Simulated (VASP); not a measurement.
# BeTe (F-43m) in VASP: notebook

Runs on BeTe. Level: LDA. Tasks: relaxation of the atoms.

All numbers are computed with VASP 6.6.1; they aren't measurements. Logs are shortened: lines on timing, memory, paths and dates and some standing lists are left out, and cuts for length are marked.

## Step 1: The structure

Symmetry: F-43m, No. 216, cubic system. Conventional cell: a = 5.562 Å, b = 5.562 Å, c = 5.562 Å, α = 90.00°, β = 90.00°, γ = 90.00°. Around Be (site symmetry -43m) lie 4 Te at 2.41 Å. Te (site symmetry -43m) has 4 Be at 2.41 Å as nearest neighbours.

## Step 2: Relaxation of the atoms, LDA (a relaxed cell with its volume scaled by 0.94)

File INCAR:

```
ALGO = Normal
EDIFF = 1E-7
EDIFFG = -0.01
ENCUT = 600
GGA = CA
IBRION = 2
ISIF = 2
ISMEAR = 0
LASPH = True
LCHARG = False
LREAL = False
LWAVE = False
NELM = 80
NSW = 40
PREC = Accurate
SIGMA = 0.03
```

File KPOINTS:

```
k-points
0
Gamma
  8 8 8
```

File POSCAR:

```
BeTe                                    
1.0
    0.0000000000      2.7244420643      2.7244420643
    2.7244420643      0.0000000000      2.7244420643
    2.7244420643      2.7244420643      0.0000000000
  Be              Te            
     1     1
Direct
     0.0000000000000000    0.0000000000000000    0.0000000000000000
     0.2500000000000000    0.2500000000000000    0.2500000000000000
```

Potentials or basis: VASP PAW LDA potentials, release 64 (Be, Te).

Started as:

```console
cat potpaw_LDA.64/Be/POTCAR potpaw_LDA.64/Te/POTCAR > POTCAR
mpirun -np 1 vasp_std > vasp.out
```

OUTCAR:

```text
EDIFF = 1E-7
   EDIFFG = -0.01
   ENCUT = 600
   GGA = CA
   IBRION = 2
   ISIF = 2
   ISMEAR = 0
   LASPH = True
   LREAL = False
   NELM = 80
   NSW = 40
   PREC = Accurate

 ion  position               nearest neighbor table
   1  0.000  0.000  0.000-   2 2.36   2 2.36   2 2.36   2 2.36
   2  0.250  0.250  0.250-   1 2.36   1 2.36   1 2.36   1 2.36

  LATTYP: Found a face centered cubic cell.
 ALAT       =     5.4488841286

  Lattice vectors:

 A1 = (   0.0000000000,   2.7244420643,   2.7244420643)
 A2 = (   2.7244420643,   0.0000000000,   2.7244420643)
 A3 = (   2.7244420643,   2.7244420643,   0.0000000000)

Analysis of symmetry for initial positions (statically):
=====================================================================
 Subroutine PRICEL returns:
 Original cell was already a primitive cell.

 Routine SETGRP: Setting up the symmetry group for a
 face centered cubic supercell.

 Subroutine GETGRP returns: Found 24 space group operations
 (whereof 24 operations were pure point group operations)
 out of a pool of 48 trial point group operations.

The static configuration has the point symmetry T_d .

Analysis of symmetry for dynamics (positions and initial velocities):
=====================================================================
 Subroutine PRICEL returns:
 Original cell was already a primitive cell.

 Routine SETGRP: Setting up the symmetry group for a
 face centered cubic supercell.

 Subroutine GETGRP returns: Found 24 space group operations
 (whereof 24 operations were pure point group operations)
 out of a pool of 48 trial point group operations.

The dynamic configuration has the point symmetry T_d .

 Subroutine INISYM returns: Found 24 space group operations
 (whereof 24 operations are pure point group operations),
 and found     1 'primitive' translations

----------------------------------------------------------------------------------------

                                     Primitive cell

  volume of cell :      40.4448

  direct lattice vectors                    reciprocal lattice vectors
     0.000000000  2.724442064  2.724442064    -0.183523814  0.183523814  0.183523814
     2.724442064  0.000000000  2.724442064     0.183523814 -0.183523814  0.183523814
     2.724442064  2.724442064  0.000000000     0.183523814  0.183523814 -0.183523814

  length of vectors
     3.852942917  3.852942917  3.852942917     0.317872571  0.317872571  0.317872571

  position of ions in fractional coordinates (direct lattice)
     0.000000000  0.000000000  0.000000000
     0.250000000  0.250000000  0.250000000

  ion indices of the primitive-cell ions
   primitive index   ion index
                 1           1
                 2           2

----------------------------------------------------------------------------------------

 KPOINTS: k-points

Automatic generation of k-mesh.
 Grid dimensions read from file:
 generate k-points for:    8    8    8

 Generating k-lattice:

  Cartesian coordinates                     Fractional coordinates (reciprocal lattice)
    -0.022940477  0.022940477  0.022940477     0.125000000  0.000000000  0.000000000
     0.022940477 -0.022940477  0.022940477     0.000000000  0.125000000  0.000000000
     0.022940477  0.022940477 -0.022940477     0.000000000  0.000000000  0.125000000

  Length of vectors
     0.039734071  0.039734071  0.039734071

  Shift w.r.t. Gamma in fractional coordinates (k-lattice)
     0.000000000  0.000000000  0.000000000

 Subroutine IBZKPT returns following result:
 ===========================================

 Found     29 irreducible k-points:

 Following reciprocal coordinates:
            Coordinates               Weight
  0.000000  0.000000  0.000000      1.000000
  0.125000  0.000000  0.000000      8.000000
  0.250000  0.000000  0.000000      8.000000
  0.375000  0.000000  0.000000      8.000000
  0.500000  0.000000  0.000000      4.000000
  0.125000  0.125000  0.000000      6.000000
[... 16 lines left out ...]
  0.500000  0.250000  0.125000     48.000000
 -0.375000  0.250000  0.125000     24.000000
 [... further k-points ...]
   k-points           NKPTS =     29   k-points in BZ     NKDIM =     29   number of bands    NBANDS=      8
   number of dos      NEDOS =    301   number of ions     NIONS =      2
   total plane-waves  NPLWV =  32768
   dimension x,y,z NGX =    32 NGY =   32 NGZ =   32
   dimension x,y,z NGXF=    64 NGYF=   64 NGZF=   64
   ions per type =               1   1
   NGX,Y,Z   is equivalent  to a cutoff of  13.81, 13.81, 13.81 a.u.
   NGXF,Y,Z  is equivalent  to a cutoff of  27.61, 27.61, 27.61 a.u.
 SYSTEM =  unknown system
   PREC   = accura    normal or accurate (medium, high low for compatibility)
   ISTART =      0    job   : 0-new  1-cont  2-samecut
   ICHARG =      2    charge: 1-file 2-atom 10-const
   ISPIN  =      1    spin polarized calculation?
   LNONCOLLINEAR =      F non collinear calculations
   LSORBIT =      F    spin-orbit coupling
   LASPH  =      T    aspherical Exc in radial PAW
   ENCUT  =  600.0 eV  44.10 Ry    6.64 a.u.   7.70  7.70  7.70*2*pi/ulx,y,z
   NELM   =     80;   NELMIN=  2; NELMDL= -5     # of ELM steps
   EDIFF  = 0.1E-06   stopping-criterion for ELM
   LREAL  =      F    real-space projection
   EDIFFG = -.1E-01   stopping-criterion for IOM
   NSW    =     40    number of steps for IOM
   IBRION =      2    ionic relax: 0-MD 1-quasi-New 2-CG
   NFREE  =      1    steps in history (QN), initial steepest desc. (CG)
   ISIF   =      2    stress and relaxation
   ISYM   =      2    0-nonsym 1-usesym 2-fastsym
   POTIM  = 0.5000    time-step for ionic-motion
   TEBEG  =    0.0;   TEEND  =   0.0 temperature during run
   PSTRESS=    0.0 pullay stress
   NELECT =       8.0000    total number of electrons
   NUPDOWN=      -1.0000    fix difference up-down
   EMIN   =  10.00;   EMAX   =-10.00  energy-range for DOS
   EFERMI =   0.00;   METHOD = LEGACY
   ISMEAR =     0;   SIGMA  =   0.03  broadening in eV -4-tet -1-fermi 0-gaus
   EFERMI_NEDOS =   21; number of points for ismear=-14 and -15
   IALGO  =     38    algorithm
   IMIX   =      4    mixing-type and parameters
     AMIX     =   0.40;   BMIX     =  1.00
     AMIX_MAG =   1.60;   BMIX_MAG =  1.00
  volume/ion in A,a.u.               =      20.22       136.47
  Fermi-wavevector in a.u.,A,eV,Ry     =   0.953858  1.802531 12.379205  0.909846
  Thomas-Fermi vector in A             =   2.082552
   LORBIT       =      0    0 simple, 1 ext, 2 COOP (PROOUT), +10 PAW based schemes
   GGA     = CA    functional components
   LHFCALC =     F    Hartree Fock is set to
   AEXX    =    0.0000 exact exchange contribution
   IVDW    =     0    specifies the selected vdW correction
   LEPSILON=     F    determine dielectric tensor
   LRPA    =     F    only Hartree local field effects (RPA)
 conjugate gradient relaxation of ions
 non-spin polarized calculation
 Gauss-broadening in eV      SIGMA  =   0.03
  energy-cutoff  :      600.00
  volume of cell :       40.44
 maximum number of plane-waves:      1365
   NGX = 15   NGY = 15   NGZ = 15

 number of electron       7.9999999 magnetization

 Free energy of the ion-electron system (eV)
  ---------------------------------------------------
  ext. energy  EPLUGINS =         0.00000000
  ---------------------------------------------------
  free energy    TOTEN  =        -8.69249500 eV

  energy without entropy =       -8.69249500  energy(sigma->0) =       -8.69249500

 E-fermi :   6.2679     XC(G=0):  -9.6583

 val. band max:        6.1155296845   @ k =   0.0000   0.0000   0.0000
 cond. band min:       7.7366298343   @ k =   0.5000   0.5000   0.0000
 fundamental gap:      1.6211001498
 Fermi energy:         6.2678676714

 k-point     1 :       0.0000    0.0000    0.0000
  band No.  band energies     occupation
      1      -6.8954      2.00000
      2       6.1155      2.00000
      3       6.1155      2.00000
      4       6.1155      2.00000
      5       9.6064      0.00000
      6       9.6064      0.00000
      7       9.6064      0.00000
      8      10.5925      0.00000

 k-point     2 :       0.1250    0.0000    0.0000
  band No.  band energies     occupation
      1      -6.7267      2.00000
      2       4.6609      2.00000
      3       5.8331      2.00000
      4       5.8331      2.00000
      5       9.7409      0.00000
      6      10.0010      0.00000
      7      10.0010      0.00000
      8      11.7937      0.00000

 k-point     3 :       0.2500    0.0000    0.0000
  band No.  band energies     occupation
      1      -6.2556      2.00000
      2       2.4378      2.00000
      3       5.3248      2.00000
      4       5.3248      2.00000
      5       9.6164      0.00000
      6      10.5722      0.00000
      7      10.5722      0.00000
      8      13.5198      0.00000

 k-point     4 :       0.3750    0.0000    0.0000
  band No.  band energies     occupation
      1      -5.6376      2.00000
      2       0.6536      2.00000
      3       4.9434      2.00000
      4       4.9434      2.00000
      5       9.4930      0.00000
      6      10.6703      0.00000
      7      10.6703      0.00000
      8      13.8229      0.00000

 k-point     5 :       0.5000    0.0000    0.0000
  band No.  band energies     occupation
      1      -5.3014      2.00000
      2      -0.0831      2.00000
      3       4.8078      2.00000
      4       4.8078      2.00000
      5       9.4486      0.00000
      6      10.6171      0.00000
      7      10.6171      0.00000
      8      13.7138      0.00000
[... 177 lines left out ...]
 k-point    22 :       0.3750    0.2500    0.1250
  band No.  band energies     occupation
      1      -5.8623      2.00000
      2       2.2103      2.00000
      3       3.5241      2.00000
      4       4.6981      2.00000
      5       9.5985      0.00000
      6      11.2716      0.00000
      7      11.3604      0.00000
      8      12.6063      0.00000

 k-point    23 :       0.5000    0.2500    0.1250
  band No.  band energies     occupation
      1      -5.3067      2.00000
      2       0.9890      2.00000
      3       2.9585      2.00000
      4       4.1637      2.00000
      5      10.0772      0.00000
      6      10.8615      0.00000
      7      12.1572      0.00000
      8      13.2508      0.00000

 k-point    24 :      -0.3750    0.2500    0.1250
  band No.  band energies     occupation
      1      -5.0158      2.00000
      2       0.4011      2.00000
      3       2.8577      2.00000
      4       3.9011      2.00000
      5      10.1893      0.00000
      6      10.6005      0.00000
      7      13.0448      0.00000
      8      14.1073      0.00000

 [... further k-points ...]

------------------------ aborting loop because EDIFF is reached ----------------------------------------

  FORCE on cell =-STRESS in cart. coord.  units (eV):
  Direction    XX          YY          ZZ          XY          YZ          ZX
  --------------------------------------------------------------------------------------
  -------------------------------------------------------------------------------------
  Total        1.1260301      1.1260301      1.1260301      0.0000000      0.0000000      0.0000000
  in kB       44.6064698     44.6064698     44.6064698      0.0000000      0.0000000      0.0000000
  external PRESSURE =      44.6064698 kB  Pullay stress =       0.0000000 kB

 VOLUME and BASIS-vectors are now :
 -----------------------------------------------------------------------------
  energy-cutoff  :      600.00
  volume of cell :       40.44
      direct lattice vectors                 reciprocal lattice vectors
     0.000000000  2.724442064  2.724442064    -0.183523814  0.183523814  0.183523814
     2.724442064  0.000000000  2.724442064     0.183523814 -0.183523814  0.183523814
     2.724442064  2.724442064  0.000000000     0.183523814  0.183523814 -0.183523814

 POSITION                                       TOTAL-FORCE (eV/Angst)
 -----------------------------------------------------------------------------------
      0.00000      0.00000      0.00000         0.000000      0.000000     -0.000000
      1.36222      1.36222      1.36222        -0.000000     -0.000000      0.000000
 -----------------------------------------------------------------------------------
    total drift:                                0.000000      0.000000      0.000000

  FREE ENERGIE OF THE ION-ELECTRON SYSTEM (eV)
  ---------------------------------------------------
  free  energy   TOTEN  =        -8.6924949997 eV

  energy  without entropy=       -8.6924949997  energy(sigma->0) =       -8.69249500

 reached required accuracy - stopping structural energy minimisation
```

It took 8.6 s on 1 thread of Intel Xeon Platinum 8375C at 2.90GHz (Ice Lake), shared host; peak memory 0.16 GiB.

What came out:

* Free energy: -8.6925 eV
* Pressure after relaxing: 4.5 GPa
* Band gap on the k mesh: 1.62 eV, indirect (least direct gap 3.49 eV)

Final structure:
```cif
data_structure
_symmetry_space_group_name_H-M 'P 1'
_symmetry_Int_Tables_number 1
_cell_length_a 3.8529
_cell_length_b 3.8529
_cell_length_c 3.8529
_cell_angle_alpha 60.000
_cell_angle_beta 60.000
_cell_angle_gamma 60.000
_cell_volume 40.44
loop_
_atom_site_label
_atom_site_type_symbol
_atom_site_fract_x
_atom_site_fract_y
_atom_site_fract_z
_atom_site_occupancy
Be1 Be 0.00000 0.00000 0.00000 1
Te1 Te 0.25000 0.25000 0.25000 1
```

Levels at points of the mesh, in eV from the valence-band top:
```tsv
k point	band 2	band 3	band 4	band 5	band 6	band 7
(0.00, 0.00, 0.00)	0.00	0.00	0.00	3.49	3.49	3.49
(0.50, 0.00, 0.00)	-6.20	-1.31	-1.31	3.33	4.50	4.50
(0.50, 0.50, 0.00)	-5.63	-3.04	-3.04	1.62	2.50	10.23
```

Caveat: the relaxation stopped at its first step, so nothing moved; spin-orbit coupling is left out, which moves the levels of the heavy elements. A k mesh can miss the band edges.

## Step 3: Relaxation of the atoms, LDA (a relaxed cell with its volume scaled by 0.96)

INCAR is that of step 2.

KPOINTS is that of step 2.

File POSCAR:

```
BeTe                                    
1.0
    0.0000000000      2.7436289081      2.7436289081
    2.7436289081      0.0000000000      2.7436289081
    2.7436289081      2.7436289081      0.0000000000
  Be              Te            
     1     1
Direct
     0.0000000000000000    0.0000000000000000    0.0000000000000000
     0.2500000000000000    0.2500000000000000    0.2500000000000000
```

Potentials or basis: VASP PAW LDA potentials, release 64 (Be, Te).

Started as:

```console
cat potpaw_LDA.64/Be/POTCAR potpaw_LDA.64/Te/POTCAR > POTCAR
mpirun -np 1 vasp_std > vasp.out
```

Wall time 10 s (1 thread of Intel Xeon Platinum 8375C at 2.90GHz (Ice Lake), shared host); peak memory 0.15 GiB.

Results (log left out):

| Property | Result |
| --- | --- |
| Free energy | -8.7120 eV |
| Pressure after relaxing | 2.8 GPa |
| Band gap on the k mesh | 1.68 eV, indirect (least direct gap 3.51 eV) |

Final structure:
```
Be Te
1.0
     0.00000    2.74363    2.74363
     2.74363    0.00000    2.74363
     2.74363    2.74363    0.00000
Be Te
1 1
Cartesian
  0.0000 0.0000 0.0000
  1.3718 1.3718 1.3718
```

Levels at points of the mesh, in eV from the valence-band top:
```
           k point  band 1  band 2  band 3  band 4  band 5  band 6  band 7  band 8
(0.00, 0.00, 0.00)  -12.86    0.00    0.00    0.00    3.51    3.51    3.51    4.31
(0.50, 0.00, 0.00)  -11.32   -6.05   -1.27   -1.27    3.27    4.52    4.52    7.61
(0.50, 0.50, 0.00)  -10.76   -5.51   -2.95   -2.95    1.68    2.54   10.09   10.09
```

Caveat: the relaxation stopped at its first step, so nothing moved; spin-orbit coupling is left out, which moves the levels of the heavy elements. A k mesh can miss the band edges.

## Step 4: Relaxation of the atoms, LDA (a relaxed cell with its volume scaled by 0.98)

INCAR is that of step 3.

KPOINTS is that of step 3.

File POSCAR:

```
BeTe                                    
1.0
    0.0000000000      2.7625510848      2.7625510848
    2.7625510848      0.0000000000      2.7625510848
    2.7625510848      2.7625510848      0.0000000000
  Be              Te            
     1     1
Direct
     0.0000000000000000    0.0000000000000000    0.0000000000000000
     0.2500000000000000    0.2500000000000000    0.2500000000000000
```

Started as:

```console
cat potpaw_LDA.64/Be/POTCAR potpaw_LDA.64/Te/POTCAR > POTCAR
mpirun -np 1 vasp_std > vasp.out
```

Run time: 7.9 s. Hardware: 1 thread of Intel Xeon Platinum 8375C at 2.90GHz (Ice Lake), shared host; peak memory 0.16 GiB.

It converged, with:

```yaml
Free_energy: -8.7232 eV
Pressure_after_relaxing: 1.3 GPa
Band_gap_on_the_k_mesh: 1.73 eV, indirect (least direct gap 3.53 eV)
```

Final structure:
```xyz
2
Lattice="0.0000 2.7626 2.7626 2.7626 0.0000 2.7626 2.7626 2.7626 0.0000" Properties=species:S:1:pos:R:3 pbc="T T T"
Be    0.0000    0.0000    0.0000
Te    1.3813    1.3813    1.3813
```

Levels at points of the mesh, in eV from the valence-band top:
```
           k point  band 1  band 2  band 3  band 4  band 5  band 6  band 7  band 8
(0.00, 0.00, 0.00)  -12.71    0.00    0.00    0.00    3.53    3.53    3.53    4.15
(0.50, 0.00, 0.00)  -11.23   -5.91   -1.23   -1.23    3.21    4.53    4.53    7.63
(0.50, 0.50, 0.00)  -10.69   -5.39   -2.87   -2.87    1.73    2.57    9.96    9.96
```

Caveat: the relaxation stopped at its first step, so nothing moved; spin-orbit coupling is left out, which moves the levels of the heavy elements.

(Part 1 of 2 ends here.)
